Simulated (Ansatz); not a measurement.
Phase order of As (relativity switched off)

Structure types of As are relaxed in primitive cells with their symmetry kept at 0 GPa, first on PAW files, then by LAPW. The enthalpy is E + pV at zero temperature, without zero-point motion. Only the types listed were tried, and differences under about 5 meV/atom are mesh noise.

Level of theory: DFT with PBE, non-relativistic, in Ansatz 0.2.0; Fermi–Dirac smearing of 0.05 eV, no spin polarisation. LAPW: all electrons, basis error target 0.5 meV/atom.

k meshes: fcc 17×17×17, bcc 17×17×17, hcp 16×16×9, sc 15×15×15, diamond 12×12×12.

Task: Which type is lowest in enthalpy, and by how much?

Result: sc, 239 meV/atom below diamond. The whole table:

| start type | ends as | a, b, c (Å) | V (Å³/atom) | H − H(lowest), LAPW (meV/atom) |
| --- | --- | --- | --- | --- |
| fcc | fcc, Fm-3m | 4.266, 4.266, 4.266 | 19.40 | 474.0 |
| bcc | bcc, Im-3m | 3.368, 3.368, 3.368 | 19.11 | 362.0 |
| hcp | hcp, P6_3/mmc | 3.063, 3.063, 4.747 | 19.29 | 426.3 |
| sc | sc, Pm-3m | 2.726, 2.726, 2.726 | 20.27 | 0.0 |
| diamond | diamond, Fd-3m | 6.124, 6.124, 6.124 | 28.71 | 238.6 |
